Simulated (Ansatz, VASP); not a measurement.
**Cu in VASP and in Ansatz**

```
CELL_PARAMETERS angstrom
0.00000 1.78307 1.78307
1.78307 0.00000 1.78307
1.78307 1.78307 0.00000
ATOMIC_POSITIONS crystal
Cu 0.00000 0.00000 0.00000
```

Change from the starting cell: volume scaled by 0.96.

Alike in both runs: task single point; functional PBEsol; k mesh 17 × 17 × 17; occupations fermi-dirac, width 0.03 eV; no spin polarisation.

```csv
,VASP,Ansatz
version,VASP 6.6.1,Ansatz 0.2.0
potentials or method,"VASP PAW PBE potentials, release 64 (Cu), cutoff 520 eV","all-electron LAPW, scalar-relativistic"
```

|  | VASP | Ansatz | Ansatz less VASP |
| --- | --- | --- | --- |
| pressure (GPa) | 0.2 | -0.6 | -0.72 |

Ansatz ran all-electron here, so the differences hold the error of VASP's frozen core and of both bases.

Caveats: the PAW data sets were made with another functional, which shifts forces and pressure a little (VASP).
